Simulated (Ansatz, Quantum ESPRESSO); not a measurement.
# Evanescent states of BeSe, zinc blende type, lattice constant set to 5.254 Å, part 2 of 4

Aim: how fast states decay in the gap of BeSe, zinc blende type, lattice constant set to 5.254 Å.

Quantum ESPRESSO 7.5; plane-wave DFT, LDA, GBRV ultrasoft pseudopotentials; cross-check by Ansatz 0.2.0 with PAW datasets.

So far. Step 2 (Ground state): The run needed 8 iterations to bring the estimated error under 1e-09 Ry.

The structure was built from a prototype and need not be the compound's stable phase.

## Step 3: Complex bands with pwcond.x

Level of this step: complex band structure by pwcond; plane-wave DFT, LDA, GBRV ultrasoft pseudopotentials (Quantum ESPRESSO).

ikind = 0 solves one period of the crystal for all kz, real and complex, at each energy and k across. ewind and epsproj trim the two-dimensional plane-wave basis; nz1 sets the subslabs.

cbs.in reads:

```
&inputcond
  outdir = './out'
  prefixl = 'scf'
  band_file = 'cbs'
  ikind = 0
  ewind = 4.0
  epsproj = 1e-05
  nz1 = 7
  energy0 = 4.93
  denergy = -0.17
/
4
  0.00000000 0.00000000 1.00000000
  0.50000000 0.00000000 1.00000000
  0.50000000 0.50000000 1.00000000
  0.25000000 0.00000000 1.00000000
42
```

Launch:

```console
$ OMP_NUM_THREADS=1 mpirun -n 2 pwcond.x -in cbs.in > cbs.out
```

Output:

```text
[banner, memory and clock lines left out]
Program PWCOND v.7.5 starts

          URL

     ./out/scf.save/

     IMPORTANT: XC functional enforced from input :
     Exchange-correlation= PZ
                           (   1   1   0   0   0   0   0)
     Any further DFT definition will be discarded
     Please, verify this is what you really want

     Reading collected, re-writing distributed wavefunctions

===== INPUT FILE containing the left lead =====

     GEOMETRY:

     lattice parameter (alat)  =       7.0206  a.u.
     the volume                =     489.3694 (a.u.)^3
     the cross section         =      49.2888 (a.u.)^2
     l of the unit cell        =       1.4142 (alat)
     number of atoms/cell      =            4
     number of atomic types    =            2

     crystal axes: (cart. coord. in units of alat)
               a(1) = (  1.0000  0.0000  0.0000 )
               a(2) = (  0.0000  1.0000  0.0000 )
               a(3) = (  0.0000  0.0000  1.4142 )

   Cartesian axes

     site n.     atom                  positions (alat units)
          1        Be     tau(  1)=(  0.0000  0.0000  1.4142  )
          2        Se     tau(  2)=(  0.5000  0.0000  0.3536  )
          3        Be     tau(  3)=(  0.5000  0.5000  0.7071  )
          4        Se     tau(  4)=(  0.0000  0.5000  1.0607  )

     nr1s                      =           30
     nr2s                      =           30
     nr3s                      =           40
     nr1sx                     =           30
     nr2sx                     =           30
     nr3sx                     =           40
     nr1                       =           32
     nr2                       =           32
     nr3                       =           45
     nr1x                      =           32
     nr2x                      =           32
     nr3x                      =           45

 _______________________________
  Radii of nonlocal spheres:

     type       ibeta     ang. mom.          radius (alat units)
       Be         1         0                    0.2302
       Be         2         0                    0.2302
       Be         3         0                    0.2302
       Be         4         1                    0.2302
       Be         5         1                    0.2302
       Be         6         2                    0.2302
       Se         1         0                    0.2575
       Se         2         0                    0.2575
       Se         3         1                    0.2575
       Se         4         1                    0.2575
       Se         5         2                    0.2575
       Se         6         2                    0.2575
----- General information -----

----- Complex band structure calculation -----

     nrx                       =           30
     nry                       =           30
     nz1                       =            7

     energy0               =         4.9E+00
     denergy               =        -1.7E-01
     nenergy               =         42
     ecut2d                =         4.0E+01
     ewind                 =         4.0E+00
     epsproj               =         1.0E-05

     number of k_|| points=    4
                       cryst. coord.
        k(    1) = (   0.0000000   0.0000000), wk =   0.2500000
        k(    2) = (   0.5000000   0.0000000), wk =   0.2500000
        k(    3) = (   0.5000000   0.5000000), wk =   0.2500000
        k(    4) = (   0.2500000   0.0000000), wk =   0.2500000
----- Information about left lead -----

     nocros                   =           14
     noins                    =           50
     norb                     =           78
     norbf                    =           78
     nrz                      =           40

      iorb      type   ibeta   ang. mom.   m       position (alat)
        1        1       1        0        1   taunew(   1)=(  0.0000  0.0000  0.0000)
        2        1       2        0        1   taunew(   2)=(  0.0000  0.0000  0.0000)
        3        1       3        0        1   taunew(   3)=(  0.0000  0.0000  0.0000)
        4        1       4        1        1   taunew(   4)=(  0.0000  0.0000  0.0000)
        5        1       4        1        2   taunew(   5)=(  0.0000  0.0000  0.0000)
        6        1       4        1        3   taunew(   6)=(  0.0000  0.0000  0.0000)
        7        1       5        1        1   taunew(   7)=(  0.0000  0.0000  0.0000)
        8        1       5        1        2   taunew(   8)=(  0.0000  0.0000  0.0000)
        9        1       5        1        3   taunew(   9)=(  0.0000  0.0000  0.0000)
       10        1       6        2        1   taunew(  10)=(  0.0000  0.0000  0.0000)
       11        1       6        2        2   taunew(  11)=(  0.0000  0.0000  0.0000)
       12        1       6        2        3   taunew(  12)=(  0.0000  0.0000  0.0000)
       13        1       6        2        4   taunew(  13)=(  0.0000  0.0000  0.0000)
       14        1       6        2        5   taunew(  14)=(  0.0000  0.0000  0.0000)
       15        2       1        0        1   taunew(  15)=(  0.5000  0.0000  0.3536)
       16        2       2        0        1   taunew(  16)=(  0.5000  0.0000  0.3536)
       17        2       3        1        1   taunew(  17)=(  0.5000  0.0000  0.3536)
       18        2       3        1        2   taunew(  18)=(  0.5000  0.0000  0.3536)
       19        2       3        1        3   taunew(  19)=(  0.5000  0.0000  0.3536)
       20        2       4        1        1   taunew(  20)=(  0.5000  0.0000  0.3536)
       21        2       4        1        2   taunew(  21)=(  0.5000  0.0000  0.3536)
       22        2       4        1        3   taunew(  22)=(  0.5000  0.0000  0.3536)
       23        2       5        2        1   taunew(  23)=(  0.5000  0.0000  0.3536)
       24        2       5        2        2   taunew(  24)=(  0.5000  0.0000  0.3536)
       25        2       5        2        3   taunew(  25)=(  0.5000  0.0000  0.3536)
       26        2       5        2        4   taunew(  26)=(  0.5000  0.0000  0.3536)
       27        2       5        2        5   taunew(  27)=(  0.5000  0.0000  0.3536)
       28        2       6        2        1   taunew(  28)=(  0.5000  0.0000  0.3536)
       29        2       6        2        2   taunew(  29)=(  0.5000  0.0000  0.3536)
       30        2       6        2        3   taunew(  30)=(  0.5000  0.0000  0.3536)
       31        2       6        2        4   taunew(  31)=(  0.5000  0.0000  0.3536)
       32        2       6        2        5   taunew(  32)=(  0.5000  0.0000  0.3536)
       33        1       1        0        1   taunew(  33)=(  0.5000  0.5000  0.7071)
[...]
58        2       5        2        4   taunew(  58)=(  0.0000  0.5000  1.0607)
       59        2       5        2        5   taunew(  59)=(  0.0000  0.5000  1.0607)
       60        2       6        2        1   taunew(  60)=(  0.0000  0.5000  1.0607)
       61        2       6        2        2   taunew(  61)=(  0.0000  0.5000  1.0607)
       62        2       6        2        3   taunew(  62)=(  0.0000  0.5000  1.0607)
       63        2       6        2        4   taunew(  63)=(  0.0000  0.5000  1.0607)
       64        2       6        2        5   taunew(  64)=(  0.0000  0.5000  1.0607)
       65        1       1        0        1   taunew(  65)=(  0.0000  0.0000  1.4142)
       66        1       2        0        1   taunew(  66)=(  0.0000  0.0000  1.4142)
       67        1       3        0        1   taunew(  67)=(  0.0000  0.0000  1.4142)
       68        1       4        1        1   taunew(  68)=(  0.0000  0.0000  1.4142)
       69        1       4        1        2   taunew(  69)=(  0.0000  0.0000  1.4142)
       70        1       4        1        3   taunew(  70)=(  0.0000  0.0000  1.4142)
       71        1       5        1        1   taunew(  71)=(  0.0000  0.0000  1.4142)
       72        1       5        1        2   taunew(  72)=(  0.0000  0.0000  1.4142)
       73        1       5        1        3   taunew(  73)=(  0.0000  0.0000  1.4142)
       74        1       6        2        1   taunew(  74)=(  0.0000  0.0000  1.4142)
       75        1       6        2        2   taunew(  75)=(  0.0000  0.0000  1.4142)
       76        1       6        2        3   taunew(  76)=(  0.0000  0.0000  1.4142)
       77        1       6        2        4   taunew(  77)=(  0.0000  0.0000  1.4142)
       78        1       6        2        5   taunew(  78)=(  0.0000  0.0000  1.4142)
    k slab    z(k)  z(k+1)     crossing(iorb=1,norb)
    1   0.0000 0.0354 0.0354   111111111111110000000000000000000000000000000000000000000000000000000000000000
    2   0.0354 0.0707 0.0354   111111111111110000000000000000000000000000000000000000000000000000000000000000
    3   0.0707 0.1061 0.0354   111111111111111111111111111111110000000000000000000000000000000000000000000000
    4   0.1061 0.1414 0.0354   111111111111111111111111111111110000000000000000000000000000000000000000000000
    5   0.1414 0.1768 0.0354   111111111111111111111111111111110000000000000000000000000000000000000000000000
    6   0.1768 0.2121 0.0354   111111111111111111111111111111110000000000000000000000000000000000000000000000
    7   0.2121 0.2475 0.0354   111111111111111111111111111111110000000000000000000000000000000000000000000000
    8   0.2475 0.2828 0.0354   000000000000001111111111111111110000000000000000000000000000000000000000000000
    9   0.2828 0.3182 0.0354   000000000000001111111111111111110000000000000000000000000000000000000000000000
   10   0.3182 0.3536 0.0354   000000000000001111111111111111110000000000000000000000000000000000000000000000
   11   0.3536 0.3889 0.0354   000000000000001111111111111111110000000000000000000000000000000000000000000000
   12   0.3889 0.4243 0.0354   000000000000001111111111111111110000000000000000000000000000000000000000000000
   13   0.4243 0.4596 0.0354   000000000000001111111111111111110000000000000000000000000000000000000000000000
   14   0.4596 0.4950 0.0354   000000000000001111111111111111111111111111111100000000000000000000000000000000
   15   0.4950 0.5303 0.0354   000000000000001111111111111111111111111111111100000000000000000000000000000000
   16   0.5303 0.5657 0.0354   000000000000001111111111111111111111111111111100000000000000000000000000000000
   17   0.5657 0.6010 0.0354   000000000000001111111111111111111111111111111100000000000000000000000000000000
   18   0.6010 0.6364 0.0354   000000000000001111111111111111111111111111111100000000000000000000000000000000
   19   0.6364 0.6718 0.0354   000000000000000000000000000000001111111111111100000000000000000000000000000000
   20   0.6718 0.7071 0.0354   000000000000000000000000000000001111111111111100000000000000000000000000000000
   21   0.7071 0.7425 0.0354   000000000000000000000000000000001111111111111100000000000000000000000000000000
   22   0.7425 0.7778 0.0354   000000000000000000000000000000001111111111111100000000000000000000000000000000
   23   0.7778 0.8132 0.0354   000000000000000000000000000000001111111111111111111111111111111100000000000000
   24   0.8132 0.8485 0.0354   000000000000000000000000000000001111111111111111111111111111111100000000000000
   25   0.8485 0.8839 0.0354   000000000000000000000000000000001111111111111111111111111111111100000000000000
   26   0.8839 0.9192 0.0354   000000000000000000000000000000001111111111111111111111111111111100000000000000
   27   0.9192 0.9546 0.0354   000000000000000000000000000000001111111111111111111111111111111100000000000000
   28   0.9546 0.9899 0.0354   000000000000000000000000000000000000000000000011111111111111111100000000000000
   29   0.9899 1.0253 0.0354   000000000000000000000000000000000000000000000011111111111111111100000000000000
   30   1.0253 1.0607 0.0354   000000000000000000000000000000000000000000000011111111111111111100000000000000
   31   1.0607 1.0960 0.0354   000000000000000000000000000000000000000000000011111111111111111100000000000000
   32   1.0960 1.1314 0.0354   000000000000000000000000000000000000000000000011111111111111111100000000000000
   33   1.1314 1.1667 0.0354   000000000000000000000000000000000000000000000011111111111111111100000000000000
   34   1.1667 1.2021 0.0354   000000000000000000000000000000000000000000000011111111111111111111111111111111
   35   1.2021 1.2374 0.0354   000000000000000000000000000000000000000000000011111111111111111111111111111111
   36   1.2374 1.2728 0.0354   000000000000000000000000000000000000000000000011111111111111111111111111111111
   37   1.2728 1.3081 0.0354   000000000000000000000000000000000000000000000011111111111111111111111111111111
   38   1.3081 1.3435 0.0354   000000000000000000000000000000000000000000000011111111111111111111111111111111
   39   1.3435 1.3789 0.0354   000000000000000000000000000000000000000000000000000000000000000011111111111111
   40   1.3789 1.4142 0.0354   000000000000000000000000000000000000000000000000000000000000000011111111111111
 ngper, shell number =          149          24
 ngper, n2d =          149         114
---  E-Ef =    4.9300000  k =    0.0000000   0.0000000
---  ie =          1  ik =          1
 Nchannels of the left tip =            3
 Right moving states:
   k1(2pi/a)   k2(2pi/a)   E-Ef (eV)
  -0.0858993   0.0000000   4.9300000
   0.1488002  -0.0000000   4.9300000
   0.3569258   0.0000000   4.9300000
 Left moving states:
   k1(2pi/a)   k2(2pi/a)   E-Ef (eV)
   0.0858915   0.0000000   4.9300000
  -0.1487913  -0.0000000   4.9300000
  -0.3569290  -0.0000000   4.9300000

---  E-Ef =    4.7600000  k =    0.0000000   0.0000000
---  ie =          2  ik =          1
 Nchannels of the left tip =            1
 Right moving states:
   k1(2pi/a)   k2(2pi/a)   E-Ef (eV)
   0.3147485   0.0000000   4.7600000
 Left moving states:
   k1(2pi/a)   k2(2pi/a)   E-Ef (eV)
  -0.3147519  -0.0000000   4.7600000
[... further energies and points left out ...]
---  E-Ef =   -1.8700000  k =    0.2500000   0.0000000
---  ie =         41  ik =          4
 Nchannels of the left tip =            2
 Right moving states:
   k1(2pi/a)   k2(2pi/a)   E-Ef (eV)
   0.2270417  -0.0000000  -1.8700000
   0.3998112  -0.0000000  -1.8700000
 Left moving states:
   k1(2pi/a)   k2(2pi/a)   E-Ef (eV)
  -0.2270415  -0.0000000  -1.8700000
  -0.3998068  -0.0000000  -1.8700000

---  E-Ef =   -2.0400000  k =    0.2500000   0.0000000
---  ie =         42  ik =          4
 Nchannels of the left tip =            2
 Right moving states:
   k1(2pi/a)   k2(2pi/a)   E-Ef (eV)
   0.0330773  -0.0000000  -2.0400000
   0.3714000  -0.0000000  -2.0400000
 Left moving states:
   k1(2pi/a)   k2(2pi/a)   E-Ef (eV)
  -0.0330772  -0.0000000  -2.0400000
  -0.3713954  -0.0000000  -2.0400000

Note: The following floating-point exceptions are signalling: IEEE_UNDERFLOW_FLAG IEEE_DENORMAL
Note: The following floating-point exceptions are signalling: IEEE_UNDERFLOW_FLAG IEEE_DENORMAL
```

The job ended after 2.2 min (2 MPI ranks of Intel Xeon Platinum 8488C (Sapphire Rapids), shared host; peak memory 0.15 GiB; 4.3 min of CPU time).

This step gave:

- peak of the smallest κ at the zone centre: 0.226 Å⁻¹
- energy of the peak at the zone centre: 1.87 eV
- peak of the smallest κ at (1/2, 0): 0.316 Å⁻¹
- peak of the smallest κ at (1/4, 0): 0.312 Å⁻¹

K across = (0, 0) in the cell's reciprocal vectors; values within 0.0025 1/Å of each other count once, columns are sorted by size at each energy, a dash where no further value was kept. The Im kz of the slowest decaying states by energy, zero at the highest filled level of the SCF mesh:

| energy (eV) | decay 1 (Å⁻¹) | decay 2 (Å⁻¹) | decay 3 (Å⁻¹) |
| --- | --- | --- | --- |
| -2.04 | 0.879 | 1.66 | 1.79 |
| -1.70 | 0.847 | 1.59 | 1.77 |
| -1.36 | 0.815 | 1.53 | 1.75 |
| -1.02 | 0.782 | 1.48 | 1.72 |
| -0.68 | 0.748 | 1.42 | 1.7 |
| -0.34 | 0.712 | 1.36 | 1.68 |
| 0.00 | 0.01 | 0.674 | - |
| 0.34 | 0.134 | 0.2 | 0.633 |
| 0.68 | 0.178 | 0.266 | 0.59 |
| 1.02 | 0.204 | 0.307 | 0.541 |
| 1.36 | 0.219 | 0.333 | 0.486 |
| 1.53 | 0.223 | 0.342 | 0.455 |
| 1.87 | 0.226 | 0.353 | 0.383 |
| 2.21 | 0.221 | 0.285 | 0.357 |
| 2.55 | 0.094 | 0.209 | 0.354 |
| 2.89 | 0.188 | 0.345 | 0.643 |
| 3.23 | 0.154 | 0.33 | 0.535 |
| 3.57 | 0.09 | 0.308 | 0.415 |
| 3.91 | 0.267 | 0.277 | 1.35 |
| 4.25 | 0.235 | 1.32 | 1.51 |
| 4.59 | 0.109 | 0.173 | 1.29 |
| 4.93 | 0.04 | 1.26 | 1.44 |

K across = (0, 0) in the cell's reciprocal vectors. The Re kz of states that move upwards by energy, zero at the highest filled level of the SCF mesh:

| energy (eV) | channel 1 (Å⁻¹) | channel 2 (Å⁻¹) | channel 3 (Å⁻¹) |
| --- | --- | --- | --- |
| -2.04 | -0.459 | 0.387 | 0.387 |
| -1.87 | -0.430 | 0.463 | 0.463 |
| -1.70 | -0.401 | 0.529 | 0.529 |
| -1.53 | -0.372 | 0.589 | 0.590 |
| -1.36 | -0.550 | -0.550 | -0.343 |
| -1.02 | -0.443 | -0.443 | -0.283 |
| -0.85 | -0.391 | -0.391 | -0.252 |
| -0.68 | -0.339 | -0.339 | -0.220 |
| -0.51 | -0.284 | -0.284 | -0.186 |
| -0.34 | -0.225 | -0.225 | -0.148 |
| -0.17 | -0.154 | -0.154 | -0.101 |
| 0.00 | - | - | - |
| 0.17 | - | - | - |
| 0.34 | - | - | - |
| 0.68 | - | - | - |
| 0.85 | - | - | - |
| 1.02 | - | - | - |
| 1.19 | - | - | - |
| 1.36 | - | - | - |
| 1.53 | - | - | - |
| 1.70 | - | - | - |
| 1.87 | - | - | - |
| 2.04 | - | - | - |
| 2.21 | - | - | - |
| 2.55 | - | - | - |
| 2.72 | 0.177 | - | - |
| 2.89 | 0.274 | - | - |
| 3.06 | 0.351 | - | - |
| 3.23 | 0.420 | - | - |
| 3.40 | 0.486 | - | - |
| 3.57 | 0.551 | - | - |
| 3.74 | -0.580 | 0.0378 | - |
| 3.91 | -0.512 | 0.113 | - |
| 4.25 | -0.347 | 0.136 | 0.225 |
| 4.42 | 0.246 | - | - |
| 4.59 | 0.318 | - | - |
| 4.76 | 0.376 | - | - |
| 4.93 | -0.103 | 0.178 | 0.427 |

K across = (1/2, 0) in the cell's reciprocal vectors; values within 0.0025 1/Å of each other count once, columns are sorted by size at each energy, a dash where no further value was kept. The Im kz of the slowest decaying states by energy, zero at the highest filled level of the SCF mesh:

| energy (eV) | decay 1 (Å⁻¹) | decay 2 (Å⁻¹) | decay 3 (Å⁻¹) |
| --- | --- | --- | --- |
| -2.04 | 0.858 | 1.42 | 2.27 |
| -1.87 | 0.81 | 1.40 | 2.26 |
| -1.70 | 0.754 | 1.38 | 2.26 |
| -1.53 | 0.685 | 1.36 | 2.25 |
| -1.36 | 0.593 | 1.35 | 2.25 |
| -1.02 | 1.31 | 2.23 | 2.29 |
| -0.85 | 0.107 | 0.424 | 1.29 |
| -0.68 | 0.155 | 0.541 | 1.27 |
| -0.51 | 0.189 | 0.603 | 1.25 |
| -0.34 | 0.215 | 0.643 | 1.24 |
| -0.17 | 0.236 | 0.671 | 1.22 |
| 0.00 | 0.253 | 0.69 | 1.20 |
| 0.17 | 0.268 | 0.704 | 1.18 |
| 0.34 | 0.28 | 0.714 | 1.16 |
| 0.68 | 0.298 | 0.725 | 1.11 |
| 0.85 | 0.305 | 0.727 | 1.09 |
| 1.02 | 0.309 | 0.727 | 1.07 |
| 1.19 | 0.313 | 0.725 | 1.05 |
| 1.36 | 0.315 | 0.722 | 1.03 |
| 1.53 | 0.316 | 0.718 | 1.00 |
| 1.70 | 0.315 | 0.712 | 0.982 |
| 1.87 | 0.313 | 0.706 | 0.959 |
| 2.04 | 0.31 | 0.698 | 0.935 |
| 2.21 | 0.305 | 0.69 | 0.91 |
| 2.55 | 0.291 | 0.67 | 0.859 |
| 2.72 | 0.281 | 0.658 | 0.833 |
| 2.89 | 0.269 | 0.646 | 0.806 |
| 3.06 | 0.254 | 0.633 | 0.778 |
| 3.23 | 0.237 | 0.619 | 0.748 |
| 3.40 | 0.216 | 0.603 | 0.718 |
| 3.57 | 0.189 | 0.587 | 0.685 |
| 3.74 | 0.154 | 0.57 | 0.651 |
| 3.91 | 0.101 | 0.551 | 0.615 |
| 4.25 | 0.509 | 0.531 | 1.84 |
| 4.42 | 0.481 | 0.486 | 1.82 |
| 4.59 | 0.42 | 0.461 | 1.80 |
| 4.76 | 0.335 | 0.433 | 1.78 |
| 4.93 | 0.154 | 0.402 | 1.77 |

K across = (1/2, 1/2) in the cell's reciprocal vectors; values within 0.0025 1/Å of each other count once, columns are sorted by size at each energy, a dash where no further value was kept. Table of Im kz of the slowest decaying states by energy, zero at the highest filled level of the SCF mesh:

| energy (eV) | decay 1 (Å⁻¹) | decay 2 (Å⁻¹) | decay 3 (Å⁻¹) |
| --- | --- | --- | --- |
| -2.04 | 0.243 | 0.249 | 2.08 |
| -1.87 | 0.28 | 2.07 | - |
| -1.53 | 0.322 | 0.333 | 2.05 |
| -1.36 | 0.334 | 0.353 | 2.04 |
| -1.02 | 0.351 | 0.383 | 2.02 |
| -0.85 | 0.355 | 0.394 | 2.01 |
| -0.68 | 0.358 | 0.403 | 2.00 |
| -0.34 | 0.358 | 0.416 | 1.98 |
| -0.17 | 0.355 | 0.42 | 1.97 |
| 0.00 | 0.352 | 0.423 | 1.96 |
| 0.17 | 0.347 | 0.424 | 1.94 |
| 0.34 | 0.34 | 0.425 | 1.93 |
| 0.68 | 0.324 | 0.423 | 1.91 |
| 0.85 | 0.314 | 0.42 | 1.9 |
| 1.02 | 0.303 | 0.416 | 1.89 |
| 1.36 | 0.275 | 0.406 | 1.87 |
| 1.53 | 0.258 | 0.399 | 1.85 |
| 1.87 | 0.217 | 0.383 | 1.83 |
| 2.04 | 0.192 | 0.374 | 1.82 |
| 2.21 | 0.161 | 0.363 | 1.81 |
| 2.55 | 0.052 | 0.338 | 1.78 |
| 2.72 | 0.323 | 1.77 | 1.89 |
| 3.06 | 0.289 | 1.75 | 1.86 |
| 3.23 | 0.268 | 1.74 | 1.85 |
| 3.57 | 0.219 | 1.71 | 1.83 |
| 3.74 | 0.187 | 1.70 | 1.81 |
| 3.91 | 0.148 | 1.68 | 1.8 |
| 4.25 | 1.66 | 1.77 | 1.92 |
| 4.42 | 1.65 | 1.76 | 1.91 |
| 4.76 | 1.62 | 1.73 | 1.88 |
| 4.93 | 1.60 | 1.72 | 1.87 |

K across = (1/4, 0) in the cell's reciprocal vectors; values within 0.0025 1/Å of each other count once, columns are sorted by size at each energy, a dash where no further value was kept. Table of Im kz of the slowest decaying states by energy, zero at the highest filled level of the SCF mesh:

| energy (eV) | decay 1 (Å⁻¹) | decay 2 (Å⁻¹) | decay 3 (Å⁻¹) |
| --- | --- | --- | --- |
| -2.04 | 0.088 | 1.15 | 1.46 |
| -1.70 | 0.117 | 1.11 | 1.43 |
| -1.36 | 0.103 | 1.07 | 1.40 |
| -1.02 | 1.03 | 1.37 | 1.60 |
| -0.68 | 0.994 | 1.33 | 1.57 |
| -0.34 | 0.141 | 0.953 | 1.30 |
| 0.00 | 0.21 | 0.22 | 0.912 |
| 0.34 | 0.251 | 0.331 | 0.869 |
| 0.68 | 0.279 | 0.399 | 0.824 |
| 1.02 | 0.297 | 0.446 | 0.778 |
| 1.36 | 0.307 | 0.48 | 0.729 |
| 1.53 | 0.31 | 0.493 | 0.703 |
| 1.87 | 0.311 | 0.514 | 0.649 |
| 2.21 | 0.307 | 0.528 | 0.589 |
| 2.55 | 0.296 | 0.521 | 0.536 |
| 2.89 | 0.278 | 0.442 | 0.538 |
| 3.23 | 0.251 | 0.339 | 0.533 |
| 3.57 | 0.172 | 0.212 | 0.522 |
| 3.91 | 0.148 | 0.5 | 0.784 |
| 4.25 | 0.464 | 0.743 | 0.951 |
| 4.59 | 0.08 | 0.41 | 0.706 |
| 4.93 | 0.107 | 0.146 | 0.327 |

(Part 2 of 4 ends here.)

[Logs are printed without paths, hosts, clocks, repeated set-up lines and the standing remarks that a program may print on its own settings, such as how far it seeks lower states.]

[Hosts, paths, dates, database ids (printed as entryN), source tags and the programs' standing remarks are cut or masked in the printed files.]

[Maps of the electrostatic potential energy from Ansatz leave out the sawtooth potential of an applied field or a dipole correction, so their vacuum need not be flat; planar profiles and work functions include it.]
